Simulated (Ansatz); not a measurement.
## Trial structures of TiC: starts and ends

Computed with DFT PBE, scalar-relativistic, plane waves, PAW (Ansatz). Settings: cutoff 420 eV, Γ-centred meshes spaced at most about 0.3 Å⁻¹, and about 0.25 Å⁻¹ or finer for metals (2π included), Gaussian smearing. No spin polarisation in the final relaxations.

Each guess was relaxed in cell and atoms at zero pressure, within the symmetry of its start. All energies are static (0 K, no zero-point motion). Coordination counts C atoms around Ti (those within 1.25 times the shortest such distance or 1.15 times the sum of covalent radii).

```tsv
guess	made from	start group	V start (Å³/atom)	end group	V end (Å³/atom)	coordination at the end	gap on mesh (eV)	E over the lowest end (meV/atom)
1	random cell	Pm-3m	13.9	Pm-3m (caesium chloride)	10.0	Ti 8	0	500
2	random cell	P4mm	13.1	?	?	?	?	?
3	random cell	Cmcm	14.0	Cmmm	10.7	Ti 4	0	78
4	WC type	P-6m2	11.0	P-6m2 (tungsten carbide)	10.8	Ti 6	0	0
```

Guess 2 as it starts:

```
CELL_PARAMETERS angstrom
4.01609 0.00000 0.00000
0.00000 4.01609 0.00000
0.00000 0.00000 4.87159
ATOMIC_POSITIONS crystal
Ti 0.50000 0.50000 0.74136
Ti 0.00000 0.50000 0.59563
Ti 0.50000 0.00000 0.59563
C 0.00000 0.50000 0.23433
C 0.50000 0.00000 0.23433
C 0.00000 0.00000 0.21923
```

**Question.** Predict the end of this guess and its energy over the lowest end.

**Answer.** It ends in space group Pm-3m (No. 221), with a = 4.255 Å, 12.8 Å³/atom and no gap. It lies 0.66 eV/atom over the lowest end, above guess 1 and so the highest of the set. Counting C atoms around Ti, this end has Ti 4 and the lowest (guess 4) has Ti 6.

```xyz
6
Lattice="4.2553 0.0000 0.0000 0.0000 4.2553 0.0000 0.0000 0.0000 4.2553" Properties=species:S:1:pos:R:3 pbc="T T T"
Ti    2.1277    2.1277    0.0000
Ti    0.0000    2.1277    2.1277
Ti    2.1277    0.0000    2.1277
C     0.0000    2.1277    0.0000
C     2.1277    0.0000    0.0000
C     0.0000    0.0000    2.1277
```

Energies over the elements count from the elements' standard structures at the same level, with no fitted energy shifts.

**Question.** Is the lowest end bound against the elements?

**Answer.** Yes: its formation energy is −0.15 eV/atom. A negative formation energy is needed for stability but isn't enough: competing phases decide.

The zero gap of P-6m2 may come from the functional, which often closes small gaps, or the cell may be a true semimetal. The reference form of C is held partly by dispersion forces, which this level lacks. Cells relaxed within their symmetry can be saddle points; a later kick test found a lower structure for TiC Cmmm. The part of the Crystallography Open Database at hand lists TiC in space group No. 225, which no cell shown has. Some structure types and database cells were kept out of the candidates from the start, so a known form may be missing.
